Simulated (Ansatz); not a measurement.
**Spin-resolved density of states of Gd (Im-3m)**

Geometry: a structure as deposited in COD; nothing is relaxed.

Settings: PBE, 11×11×11 k mesh, Fermi–Dirac smearing of 0.03 eV. LAPW is all-electron LAPW in Ansatz 0.2.0. Site moments are integrated in spheres about the atoms. DFT+U (Dudarev's form): U = 6.0 eV on Gd f.

The run was typed so:

```yaml
crystal:
  lattice:
    - [-2.025, 2.025, 2.025]
    - [2.025, -2.025, 2.025]
    - [2.025, 2.025, -2.025]
  atoms:
    - { symbol: Gd, position: [0.0, 0.0, 0.0], spin: 7.0 }
magnetization:
  spin_polarized: true
kpoints:
  mp_grid: { grid: [11, 11, 11] }
scf:
  occupations: { method: fermi_dirac, width: 0.03 }
hamiltonian:
  xc: pbe
  pseudopotentials: { kind: all_electron, lapw: { basis_error: 0.001 } }
  hubbard: { sites: [{ species: Gd, l: f, u_eff: 6 }] }
output:
  forces: true
  stress: true
  eigenvalues: true
  hubbard: { sites: [{ species: Gd, l: f }] }
  populations: true
  dos: { projected: true, de: 0.1, e_range: [-10, 8] }
```

Command: `ansatz run input.yaml --threads 1 --pin off --max-ram 3072MiB --backend cpu --events-out ev --progress --plain --runs-dir out`

Task: Give the density of states by spin, smoothed by a Gaussian of 0.15 eV.

Result: 
```
E − E_F (eV)  majority (states/eV/cell)  minority (states/eV/cell)
       -7.00                       0.00                       0.00
       -6.60                       0.00                       0.00
       -6.20                       0.00                       0.00
       -5.80                       0.00                       0.00
       -5.40                       0.00                       0.00
       -5.00                       0.01                       0.00
       -4.60                       0.04                       0.00
       -4.20                       0.06                       0.00
       -3.80                       0.09                       0.03
       -3.40                       0.12                       0.05
       -3.00                       0.17                       0.07
       -2.60                       0.29                       0.10
       -2.20                       0.45                       0.13
       -1.80                       0.56                       0.20
       -1.40                       0.67                       0.39
       -1.00                       0.32                       0.52
       -0.60                       0.67                       0.73
       -0.20                       1.30                       0.45
        0.20                       1.20                       0.30
        0.60                       0.86                       0.96
        1.00                       0.38                       1.28
        1.40                       0.15                       1.21
        1.80                       0.27                       0.65
        2.20                       0.50                       0.33
        2.60                       0.61                       1.03
        3.00                       0.83                       8.43
        3.40                       0.75                       7.75
```
Site moments (μB): Gd 7.64. Cell moment 7.85 μB.

Löwdin populations of d and f shells (filled inner shells left out):

```csv
shell,up,down
Gd 5d,1.54,0.74
Gd 4f,7.00,0.00
```

Further occupied bands lie below the window, the nearest with its top at -8.1 eV.

Spin–orbit coupling is left out although heavy atoms are present. With open f shells a run can end in a state that isn't the lowest. The magnetic state is the one that this cell and start allow. It needn't be the compound's measured order, which may need a larger cell or be absent.
